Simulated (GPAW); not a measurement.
Runs of GPAW 26.7.0 on Rh. The structure is hexagonal, space group P6_3/mmc (No. 194). Conventional cell: a = 2.731 Å, b = 2.731 Å, c = 4.428 Å, α = 90.00°, β = 90.00°, γ = 120.00°. Around Rh (site symmetry -6m2) lie 12 Rh at 2.72 to 2.73 Å. This isn't the form of Rh at room conditions, which is fcc.

| level | gap on the mesh (eV) | pressure (GPa) | relaxed volume (Å³/atom) |
| --- | --- | --- | --- |
| PBEsol+D4 | none | -0.1 | 13.45 |
| PBEsol+D3(BJ) | none | 0.0 | (b) |
| PBEsol | none | 0.0 | (a) |
| PBEsol+D3 | none | 0.0 | 13.38 |
| PBEsol+D3(BJ)+ATM | none | 0.0 | 13.44 |

Alike in all rows: task relaxation of cell and atoms; potentials or basis PAW data sets generated in the run's folder for this functional, pw; no spin polarisation; cell relaxed; k mesh 8 × 8 × 5; cutoff (eV) 600; smearing fermi-dirac 0.05 eV.

Question: Estimate the missing entries.

Answer: (a) 13.69; (b) 13.35.

Caveats: later steps reuse the first step's grids; pairwise dispersion overbinds metals, which lowers pressure and volume (some runs).

A k mesh can miss the band edges, and the runs leave out spin-orbit coupling on Rh.

A gap of «none» marks a metal or a gap under the smearing width.
